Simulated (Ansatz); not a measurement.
**One input, then a changed one: Si (diamond type)**

First run: DFT, PBEsol, PAW with Ansatz's default frozen-core files, scalar-relativistic (Ansatz 0.2.0).

Command: `ansatz run input.yaml --threads 2 --pin off --max-ram 4096MiB --backend cpu --events-out ev --progress --plain --runs-dir out` It took 1.7 s on 2 threads of Intel(R) Xeon(R) Platinum 8488C (Sapphire Rapids), with other jobs on the host, peak memory 0.36 GiB.

```yaml
crystal:
  lattice:
    - [0.0, 2.7157741474, 2.7157741474]
    - [2.7157741474, 0.0, 2.7157741474]
    - [2.7157741474, 2.7157741474, 0.0]
  atoms:
    - { symbol: Si, position: [-0.125, -0.125, -0.125] }
    - { symbol: Si, position: [0.125, 0.125, 0.125] }
kpoints:
  mp_grid: { grid: [11, 11, 11] }
scf:
  occupations: { method: fermi_dirac, width: 0.02 }
hamiltonian:
  xc: pbesol
  pseudopotentials: { kind: paw }
output:
  forces: true
  stress: true
relax:
  f_tol: 0.005
  max_steps: 40
  cell: {}
```

The start is a guessed cell.

This run: bulk cell relaxed.

It converges in 12 SCF iterations over all geometries at a pressure of 0.03 GPa, ending at 20.05 Å³/atom, cutoff 420 eV.

The input is then changed:

```diff
 scf:
-  occupations: { method: fermi_dirac, width: 0.02 }
+  occupations: { method: methfessel_paxton, width: 0.005 }
 hamiltonian:
```

Question: Predict the outcome of the changed run.

Answer: It converges in 11 SCF iterations over all geometries at a pressure of 0.03 GPa, ending at 20.05 Å³/atom, cutoff 420 eV, free energy 0.0 meV/atom against the first run's.
